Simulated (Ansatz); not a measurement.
Runs of Ansatz 0.2.0 on Bi2Se3 (Paraguanajuatite). Symmetry: R-3m, No. 166, trigonal system. The conventional cell has a = 4.143 Å, b = 4.143 Å, c = 28.636 Å, α = 90.00°, β = 90.00°, γ = 120.00°. Bi (site symmetry 3m) has 6 Se at 2.85 to 3.07 Å as nearest neighbours. Around Se (site symmetry 3m) lie 3 Bi at 2.85 Å. Se (site symmetry -3m) is surrounded by 6 Bi at 3.07 Å. 

```csv
task,level,potentials or basis,cutoff (eV),basis error allowed,gap on the mesh (eV),pressure (GPa),V0 of scaled cells (Å³/atom),B0 (GPa),largest force (eV/Å)
equation of state,LDA,"all-electron LAPW, scalar-relativistic",-,0.002 eV/atom,-,-,27.59,68,-
band structure,LDA,"all-electron LAPW, scalar-relativistic",208,0.002 eV/atom,(c),-1.8,-,-,0.12
band structure,PBEsol,"all-electron LAPW, scalar-relativistic",207,0.002 eV/atom,0.14,-0.3,-,-,0.15
single point,PBE,"all-electron LAPW, non-relativistic",207,0.002 eV/atom,0.23,(d),-,-,0.58
single point,PBE,all-electron PAW datasets made for the crystal,240,-,0.22,2.6,-,-,0.16
equation of state,PBEsol,"all-electron LAPW, scalar-relativistic",-,0.002 eV/atom,-,-,28.24,(b),-
band structure,RPBE,"all-electron LAPW, scalar-relativistic",207,0.002 eV/atom,0.29,(a),-,-,0.16
single point,PBE,"all-electron LAPW, point nuclei",207,0.002 eV/atom,0.22,2.6,-,-,0.16
```

Alike in all rows: no spin polarisation; cell as given; k mesh 8 × 8 × 8; smearing fermi-dirac 0.05 eV.

**Question.** Fill in the values left out.

**Answer.** (a) 4.2; (b) 64; (c) 0.10; (d) 4.9.

Caveats: spin-orbit coupling is left out, which as a rule narrows the gap of such compounds by several tenths of an eV (some runs); the cell was scaled at fixed shape and fractional positions, which overstates the stiffness of a crystal with free parameters, most of all of layers and chains (some runs); spin-orbit coupling is left out, which moves the levels of the heavy elements (some runs); relativity is left out, which matters for the heavier elements (some runs).

A k mesh can miss the band edges, and the runs leave out spin-orbit coupling on Bi, Se.

Not every run made on this cell is shown here.
